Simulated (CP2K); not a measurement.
# GaP (F-43m) in CP2K: reference runs

Reference runs on GaP: the cell as given and a disturbed copy, then over a range of volumes.

Everything below comes from runs of CP2K 2026.2. Logs are shortened: lines on timing, memory, paths and dates and some standing lists are left out, and cuts for length are marked.

**What was measured.**

From “Stacking defects in GaP nanowires: Electronic structure and optical properties”, 2018, arxiv:1810.01194, for a bulk crystal of GaP at 10 K: band gap 2.34 eV (indirect).

“Phosphorous dimerization in GaP at high pressure”, 2017, arxiv:1709.06667 reports, for a bulk crystal of GaP: bulk modulus 87.5 ± 0.6 GPa.

The results are compared with them further down.

## (1) The crystal as given

The structure is cubic, space group F-43m (No. 216). The conventional cell has a = 5.451 Å, b = 5.451 Å, c = 5.451 Å, α = 90.00°, β = 90.00°, γ = 90.00°. Ga (site symmetry -43m) is surrounded by 4 P at 2.36 Å. Around P (site symmetry -43m) lie 4 Ga at 2.36 Å.

## (2) Single point, PBE

gap_scf.inp reads:

```
&GLOBAL
  PROJECT gap_scf
  RUN_TYPE ENERGY_FORCE
  PRINT_LEVEL LOW
&END GLOBAL
&FORCE_EVAL
  METHOD QS
  STRESS_TENSOR ANALYTICAL
  &DFT
    BASIS_SET_FILE_NAME BASIS_MOLOPT_UZH
    POTENTIAL_FILE_NAME POTENTIAL_UZH
    &MGRID
      CUTOFF 450
      REL_CUTOFF 60
      NGRIDS 5
    &END MGRID
    &QS
      METHOD GPW
      EPS_DEFAULT 1.0E-10
    &END QS
    &KPOINTS
      SCHEME MONKHORST-PACK 8 8 8
      GAMMA_CENTERED T
      SYMMETRY T
      SYMMETRY_BACKEND SPGLIB
    &END KPOINTS
    &SCF
      SCF_GUESS ATOMIC
      EPS_SCF 1.0E-6
      MAX_SCF 100
      ADDED_MOS 10
      CHOLESKY OFF
      EPS_EIGVAL 1.0E-7
      &DIAGONALIZATION ON
        ALGORITHM STANDARD
      &END DIAGONALIZATION
      &MIXING ON
        METHOD BROYDEN_MIXING
        ALPHA 0.4
        BETA 1.5
        NBUFFER 8
      &END MIXING
      &SMEAR ON
        METHOD FERMI_DIRAC
        ELECTRONIC_TEMPERATURE 580.23
      &END SMEAR
    &END SCF
    &XC
      &XC_FUNCTIONAL
        &GGA_X_PBE
        &END GGA_X_PBE
        &GGA_C_PBE
        &END GGA_C_PBE
      &END XC_FUNCTIONAL
    &END XC
    &PRINT
      &KPOINTS ON
      &END KPOINTS
      &MULLIKEN ON
      &END MULLIKEN
      &MO ON
        ENERGIES T
        OCCUPATION_NUMBERS T
        &EACH
          QS_SCF 0
        &END EACH
        ADD_LAST NUMERIC
      &END MO
      &LOWDIN ON
      &END LOWDIN
      &HIRSHFELD ON
        SHAPE_FUNCTION DENSITY
      &END HIRSHFELD
    &END PRINT
  &END DFT
  &SUBSYS
    &CELL
      A 3.8540855109 0.0000000000 0.0000000000
      B 1.9270427554 3.3377359608 0.0000000000
      C 1.9270427554 1.1125786536 3.1468476422
      PERIODIC XYZ
    &END CELL
    &COORD
      Ga  0.0000000000 0.0000000000 0.0000000000
      P   5.7811282663 3.3377359608 2.3601357316
    &END COORD
    &KIND Ga
      BASIS_SET TZVP-MOLOPT-PBE-GTH-q13
      POTENTIAL GTH-PBE-q13
    &END KIND
    &KIND P
      BASIS_SET TZVP-MOLOPT-PBE-GTH-q5
      POTENTIAL GTH-PBE-q5
    &END KIND
    &PRINT
      &ATOMIC_COORDINATES ON
      &END ATOMIC_COORDINATES
      &CELL ON
      &END CELL
    &END PRINT
  &END SUBSYS
  &PRINT
    &FORCES ON
    &END FORCES
    &STRESS_TENSOR ON
    &END STRESS_TENSOR
  &END PRINT
&END FORCE_EVAL
```

Potentials or basis: POTENTIAL_UZH Ga GTH-PBE-q13, P GTH-PBE-q5; TZVP-MOLOPT-PBE-GTH basis.

Launch:

```console
$ OMP_NUM_THREADS=1 cp2k.psmp -i gap_scf.inp -o gap_scf.out
```

gap_scf.out:

```text

 CP2K| version string:                                       CP2K version 2026.2
 CP2K| Input file name                                               gap_scf.inp

 GLOBAL| Force Environment number                                              1
 GLOBAL| Basis set file name                                    BASIS_MOLOPT_UZH
 GLOBAL| Potential file name                                       POTENTIAL_UZH
 GLOBAL| MM Potential file name                                     MM_POTENTIAL
 GLOBAL| Coordinate file name                                      __STD_INPUT__
 GLOBAL| Method name                                                        CP2K
 GLOBAL| Project name                                                    gap_scf
 GLOBAL| Run type                                                   ENERGY_FORCE
 GLOBAL| FFT library                                                       FFTW3
[... 8 lines left out ...]
 GLOBAL| CPU model name                                                  UNKNOWN

 CELL| Volume [angstrom^3]:                                            40.480796
 CELL| Vector a [angstrom]:       3.854     0.000     0.000   |a| =     3.854086
 CELL| Vector b [angstrom]:       1.927     3.338     0.000   |b| =     3.854086
 CELL| Vector c [angstrom]:       1.927     1.113     3.147   |c| =     3.854086
 CELL| Angle (b,c), alpha [degree]:                                    60.000000
 CELL| Angle (a,c), beta  [degree]:                                    60.000000
 CELL| Angle (a,b), gamma [degree]:                                    60.000000
 CELL| Numerically orthorhombic:                                              NO
 CELL| Periodicity                                                           XYZ

 CELL_REF| Volume [angstrom^3]:                                        40.480796
 CELL_REF| Vector a [angstrom     3.854     0.000     0.000   |a| =     3.854086
 CELL_REF| Vector b [angstrom     1.927     3.338     0.000   |b| =     3.854086
 CELL_REF| Vector c [angstrom     1.927     1.113     3.147   |c| =     3.854086
 CELL_REF| Angle (b,c), alpha [degree]:                                60.000000
 CELL_REF| Angle (a,c), beta  [degree]:                                60.000000
 CELL_REF| Angle (a,b), gamma [degree]:                                60.000000
 CELL_REF| Numerically orthorhombic:                                          NO
 CELL_REF| Periodicity                                                       XYZ
[... 9 lines left out ...]
 TOTAL NUMBERS AND MAXIMUM NUMBERS

  Total number of            - Atomic kinds:                                   2
                             - Atoms:                                          2
                             - Shell sets:                                     2
                             - Shells:                                        17
                             - Primitive Cartesian functions:                 10
                             - Cartesian basis functions:                     58
                             - Spherical basis functions:                     51

  Maximum angular momentum of- Orbital basis functions:                        3
                             - Local part of the GTH pseudopotential:          0
                             - Non-local part of the GTH pseudopotential:      4

 MODULE QUICKSTEP: ATOMIC COORDINATES IN ANGSTROM

   Atom Kind Element         X             Y             Z       Z(eff)     Mass
      1    1 Ga   31      0.000000      0.000000      0.000000  13.0000  69.7230
      2    2 P    15      5.781128      3.337736      2.360136   5.0000  30.9738

 SCF PARAMETERS         Density guess:                                    ATOMIC
                        --------------------------------------------------------
                        max_scf:                                             100
                        max_scf_history:                                       0
                        max_diis:                                              4
[... 5 lines left out ...]
                        --------------------------------------------------------
                        level_shift [a.u.]:                             0.000000
                        added MOs                                        10    0
                        --------------------------------------------------------
                        Mixing method:                            BROYDEN_MIXING
[... 11 lines left out ...]
 *******************************************************************************
 BRILLOUIN| K-point scheme                                        Monkhorst-Pack
 BRILLOUIN| K-Point grid                                             8    8    8
 BRILLOUIN| Gamma-centered k-point mesh                                     ON
 BRILLOUIN| K-point symmetry accuracy                               0.100000E-05
 BRILLOUIN| K-Point point group symmetrization                                ON
 BRILLOUIN| Symmetry backend                                             SPGLIB
 BRILLOUIN| Symmetry reduction method                                    SPGLIB
 BRILLOUIN| Wavefunction type                                            COMPLEX
 BRILLOUIN| List of Kpoints [2 Pi/Bohr]                                       29
 BRILLOUIN| Number           Weight            X              Y              Z
 BRILLOUIN|     1           0.01562       -0.37500       -0.37500       -0.37500
 BRILLOUIN|     2           0.04688       -0.37500       -0.37500       -0.25000
 BRILLOUIN|     3           0.04688       -0.37500       -0.37500       -0.12500
 BRILLOUIN|     4           0.01172       -0.37500       -0.37500        0.00000
 BRILLOUIN|     5           0.04688       -0.37500       -0.37500        0.12500
 BRILLOUIN|     6           0.02344       -0.37500       -0.37500        0.25000
[... 21 lines left out ...]
 BRILLOUIN|    28           0.00781        0.00000        0.00000        0.50000
 BRILLOUIN|    29           0.00586        0.00000        0.50000        0.50000
 *******************************************************************************

 Extrapolation method: initial_guess

 Number of electrons:                                                         18
 Number of occupied orbitals:                                                  9
 Number of molecular orbitals:                                                19

 Number of orbital functions:                                                 51
 Number of independent orbital functions:                                     51

 SCF WAVEFUNCTION OPTIMIZATION

  Step     Update method      Time    Convergence         Total energy    Change
  ------------------------------------------------------------------------------
     1 NoMix/Diag. 0.40E+00    3.0     1.09057222       -81.3350420785 -8.13E+01
     2 Broy./Diag. 0.40E+00    2.9     0.03919926       -81.1508054510  1.84E-01
     3 Broy./Diag. 0.40E+00    2.8     0.08778452       -81.1328103035  1.80E-02
     4 Broy./Diag. 0.40E+00    2.9     0.00926171       -81.1856567272 -5.28E-02
     5 Broy./Diag. 0.40E+00    3.0     0.00425053       -81.2079824033 -2.23E-02
     6 Broy./Diag. 0.40E+00    3.0     0.00235140       -81.2097593363 -1.78E-03
     7 Broy./Diag. 0.40E+00    3.0     0.00130455       -81.2112053688 -1.45E-03
     8 Broy./Diag. 0.40E+00    3.0     0.00029250       -81.2154894405 -4.28E-03
     9 Broy./Diag. 0.40E+00    3.1     0.00012519       -81.2168160856 -1.33E-03
    10 Broy./Diag. 0.40E+00    3.1     0.00001718       -81.2168460614 -3.00E-05
    11 Broy./Diag. 0.40E+00    3.0     0.00005865       -81.2167852332  6.08E-05
    12 Broy./Diag. 0.40E+00    2.9     0.00000354       -81.2167629907  2.22E-05
    13 Broy./Diag. 0.40E+00    2.9     0.00000170       -81.2167533171  9.67E-06
    14 Broy./Diag. 0.40E+00    2.9     0.00000060       -81.2167523512  9.66E-07

  *** SCF run converged in    14 steps ***

  Electronic density on regular grids:        -17.9999999617        0.0000000383
  Core density on regular grids:               17.9999999983       -0.0000000017
  Total charge density on r-space grids:        0.0000000366
  Total charge density g-space grids:           0.0000000366

  Overlap energy of the core charge distribution:               0.00000000046017
  Self energy of the core charge distribution:               -113.68991028286949
  Core Hamiltonian energy:                                     32.80056305815312
  Hartree energy:                                              11.57999181453027
  Exchange-correlation energy:                                -11.90739694134060
  Electronic entropic energy:                                  -0.00000000009726
  Fermi energy:                                                 0.20007063120355

  Total energy:                                               -81.21675235116379
  Total energy (extrapolated to T->0):                        -81.21675235111516

 MO| EIGENVALUES AND OCCUPATION NUMBERS FOR K POINT 1
 MO|
 MO|  Index      Eigenvalue [a.u.]        Eigenvalue [eV]             Occupation
 MO|      1              -0.369145             -10.044940               2.000000
 MO|      2              -0.365814              -9.954315               2.000000
 MO|      3              -0.365814              -9.954315               2.000000
 MO|      4              -0.362740              -9.870654               2.000000
 MO|      5              -0.362740              -9.870653               2.000000
 MO|      6              -0.231759              -6.306494               2.000000
[... 11 lines left out ...]
 MO|     18               0.778221              21.176470               0.000000
[... 323 lines left out ...]
 MO|      6              -0.215547              -5.865320               2.000000
[... 11 lines left out ...]
 MO|     18               0.792349              21.560917               0.000000
 MO|     19               0.847663              23.066074               0.000000
 MO| Sum:                                                              18.000000
 MO| E(Fermi):            0.200071 a.u.          5.444199 eV
 MO| Band gap:            0.192014 a.u.          5.224976 eV

 [... the levels of further k-points ...]

 !-----------------------------------------------------------------------------!
                     Mulliken Population Analysis

 #  Atom  Element  Kind  Atomic population                           Net charge
       1     Ga       1         12.612678                              0.387322
       2     P        2          5.387322                             -0.387322
 # Total charge                             18.000000                  0.000000

 !-----------------------------------------------------------------------------!

 !-----------------------------------------------------------------------------!
                           Hirshfeld Charges

  #Atom  Element  Kind  Ref Charge     Population                    Net charge
      1       Ga     1      13.000         12.838                         0.162
      2       P      2       5.000          5.162                        -0.162

  Total Charge                                                           -0.000
 !-----------------------------------------------------------------------------!

 LOWDIN POPULATION ANALYSIS

 #  Atom  Element  Kind  Atomic population                           Net charge
       1     Ga       1         13.823364                             -0.823364
       2     P        2          4.176636                              0.823364
 # Total charge                             18.000000                 -0.000000

 ENERGY| Total FORCE_EVAL ( QS ) energy [hartree]            -81.216751830242430

 FORCES| Atomic forces [hartree/bohr]
 FORCES|   Atom     x               y               z               |f|
 FORCES|      1  9.29259607E-06  5.34286980E-06  3.66174872E-06   1.13272681E-05
 FORCES|      2 -2.13201630E-05 -1.22870110E-05 -8.57196269E-06   2.60576003E-05
 FORCES| Sum    -1.20275669E-05 -6.94414124E-06 -4.91021397E-06
 FORCES| Total atomic force                                       1.47307048E-05

 STRESS| Analytical stress tensor [bar]
 STRESS|                        x                   y                   z
 STRESS|      x        2.95684300104E+04   1.92425922861E+02   1.35945096197E+02
 STRESS|      y        1.92425922861E+02   2.93463054965E+04   7.83811579373E+01
 STRESS|      z        1.35945096197E+02   7.83811579373E+01   2.92913311485E+04
 STRESS| 1/3 Trace                                             2.94020222185E+04
 STRESS| Determinant                                           2.54149918072E+13

 STRESS| Eigenvectors and eigenvalues of the analytical stress tensor [bar]
 STRESS|                        1                   2                   3
 STRESS| Eigenvalues   2.92351765005E+04   2.92358484021E+04   2.97350417528E+04
 STRESS|      x          -0.536867035094     -0.212480078746      0.816471679095
 STRESS|      y           0.832310986886     -0.291641635121      0.471384744951
 STRESS|      z           0.137957267794      0.932629279403      0.333422283992
```

Run time: 49 s. Hardware: 1 thread of Arm Neoverse V2, shared host; peak memory 0.31 GiB.

What came out:

| Property | Result |
| --- | --- |
| Free energy | -2210.0202 eV |
| Pressure | 2.9 GPa |
| Band gap on the k mesh | 1.66 eV, indirect (least direct gap 1.78 eV) |
| Mulliken charges | Ga +0.39; P -0.39 e |
| Hirshfeld charges | Ga +0.16; P -0.16 e |

Levels at points of the mesh, in eV from the valence-band top:
| k point | band 7 | band 8 | band 9 | band 10 | band 11 | band 12 |
| --- | --- | --- | --- | --- | --- | --- |
| (0.00, 0.00, 0.00) | 0.00 | 0.00 | 0.00 | 1.78 | 3.90 | 3.90 |
| (0.00, 0.00, 0.50) | -6.66 | -1.13 | -1.13 | 1.67 | 4.77 | 4.77 |
| (0.00, 0.50, 0.50) | -6.78 | -2.70 | -2.70 | 1.69 | 1.84 | 10.68 |

Caveat: Mulliken charges move with the basis; the basis of atomic orbitals isn't converged, which shifts pressures, moduli and gaps.

## (3) Single point, PBE (atoms moved at random, drawn with an rms of 0.05 Å)

Changes to gap_scf.inp since step 2:

```diff
@@ -14,3 +14,3 @@
       REL_CUTOFF 60
-      NGRIDS 5
+      NGRIDS 4
     &END MGRID
@@ -44,3 +44,3 @@
         METHOD FERMI_DIRAC
-        ELECTRONIC_TEMPERATURE 580.23
+        ELECTRONIC_TEMPERATURE [K] 580.226
       &END SMEAR
@@ -48,7 +48,3 @@
     &XC
-      &XC_FUNCTIONAL
-        &GGA_X_PBE
-        &END GGA_X_PBE
-        &GGA_C_PBE
-        &END GGA_C_PBE
+      &XC_FUNCTIONAL PBE
       &END XC_FUNCTIONAL
@@ -73,2 +69,11 @@
       &END HIRSHFELD
+      &E_DENSITY_CUBE ON
+        STRIDE 1
+      &END E_DENSITY_CUBE
+      &V_HARTREE_CUBE ON
+        STRIDE 1
+      &END V_HARTREE_CUBE
+      &ELF_CUBE ON
+        STRIDE 1
+      &END ELF_CUBE
     &END PRINT
@@ -83,4 +88,5 @@
     &COORD
-      Ga  0.0000000000 0.0000000000 0.0000000000
-      P   5.7811282663 3.3377359608 2.3601357316
+      SCALED
+      Ga  -0.0013860000 -0.0157230000 0.0174070000
+      P   0.7476240000 0.7471280000 0.7528140000
     &END COORD
```

Potentials or basis: POTENTIAL_UZH Ga GTH-PBE-q13, P GTH-PBE-q5; TZVP-MOLOPT-PBE-GTH basis.

Launch:

```console
$ OMP_NUM_THREADS=1 cp2k.psmp -i gap_scf.inp -o gap_scf.out
```

Wall time 71 s (1 thread of Arm Neoverse V2, shared host); peak memory 0.35 GiB.

It converged, with:

```yaml
Free_energy: -2210.0054 eV
Pressure: 3.1 GPa
Largest_force: 0.559 eV/Å
Band_gap_on_the_k_mesh: 1.43 eV, indirect (least direct gap 1.63 eV)
Mulliken_charges: Ga +0.39; P -0.39 e
Hirshfeld_charges: Ga +0.16; P -0.16 e
```

Forces on the atoms (eV/Å):
```
Ga  -0.066  0.216 -0.489
P    0.071 -0.242  0.499
```

Stress tensor (GPa, compression positive):
```
 2.76 -0.15 -0.13
-0.15  1.57  0.47
-0.13  0.47  4.83
```

Levels at points of the mesh, in eV from the valence-band top:
| k point | band 7 | band 8 | band 9 | band 10 | band 11 | band 12 |
| --- | --- | --- | --- | --- | --- | --- |
| (0.00, 0.00, 0.00) | -0.33 | -0.13 | 0.00 | 1.63 | 3.67 | 3.73 |
| (0.00, 0.00, 0.50) | -6.99 | -1.33 | -1.19 | 1.60 | 4.59 | 4.79 |
| (0.00, 0.50, 0.00) | -6.66 | -1.40 | -1.20 | 1.43 | 4.42 | 4.69 |
| (0.00, 0.50, 0.50) | -6.94 | -2.85 | -2.85 | 1.53 | 1.69 | 10.52 |
| (0.50, 0.00, 0.00) | -6.83 | -1.42 | -1.13 | 1.52 | 4.42 | 4.82 |
| (0.50, 0.00, 0.50) | -6.93 | -2.91 | -2.79 | 1.47 | 1.75 | 10.47 |
| (0.50, 0.50, 0.00) | -6.94 | -2.89 | -2.80 | 1.49 | 1.73 | 10.49 |
| (0.50, 0.50, 0.50) | -6.78 | -1.43 | -1.14 | 1.49 | 4.41 | 4.80 |

Caveat: Mulliken charges move with the basis; the basis of atomic orbitals isn't converged, which shifts pressures, moduli and gaps. A k mesh can miss the band edges.

(Part 1 of 2 ends here.)
